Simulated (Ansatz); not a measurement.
# BN: pressure against volume scale

Periodic Kohn-Sham DFT of a crystal at fixed atoms, scaled to volume_scale times the given cell; pressure positive in compression, energy less spherical unpolarised free atoms, largest_vzz the field gradient of largest size among the nuclei. The results are calculated, by Ansatz 0.2.0.

The cell before it is scaled or strained (space group F-43m, No. 216):
```
CELL_PARAMETERS angstrom
0.00000 1.80750 1.80750
1.80750 0.00000 1.80750
1.80750 1.80750 0.00000
ATOMIC_POSITIONS crystal
B 0.00000 0.00000 0.00000
N 0.75000 0.75000 0.75000
```

Settings of every row: method all-electron PAW; functional PBEsol; relativity scalar; k mesh 13x13x13; filling fermi-dirac; smearing width 0.03 eV; nucleus gaussian.

Atom start moment: 0 on all atoms.

```
row  volume scale  V (Å³/atom)  pressure (GPa)
  1          0.94        5.551          23.075
  2          0.96        5.669           13.58
  3          0.98        5.787           4.938
  4          0.99        5.846           0.913
  5             1        5.905          -2.926
  6          1.01        5.964           -6.59
  7          1.02        6.023         -10.087
  8          1.04        6.141         -16.608
  9          1.06         6.26               ?
```

Question: what pressure should row 9 give?

Worked fit of pressure. Take u = (V_r/V)^(2/3) − 1 with V_r = 5.8755 Å³ an atom, which is twice the finite (Eulerian) strain; such expansions in the strain, on which the Birch-Murnaghan equation of state is built, carry the rest volume and the bulk modulus. The shown rows have u = 0.0386, 0.02414, 0.01017, 0.00336, -0.00333, -0.00992, -0.01639, -0.02903. Least squares give pressure = −1.029 + 573.572 × u + 1291.73 × u² + 689 × u³ GPa; a parabola predicts inner rows, each left out in turn, worse (root mean square 0.0069 against 0.0019 GPa). The rows lie off it by 0.000, 0.001, -0.001, 0.000, -0.001, 0.002, -0.001, 0.000. The pressure vanishes at u = 0.0018, or V = 5.86 Å³ an atom, and there the bulk modulus at fixed shape and fractions is B = −V dP/dV = (2/3)(1 + u) dP/du = 386 GPa. The withheld row has u = -0.04138, so the fit gives −1.029 + 573.572 × (-0.04138) + 1291.73 × (-0.04138)² + 689 × (-0.04138)³ = -22.600 GPa.

The calculation gave -22.545 GPa. The fit lies 0.055 GPa (0.12 % of the column's range) below it; its largest miss of a shown row is 0.002 GPa. This row lies beyond the range of the fit.
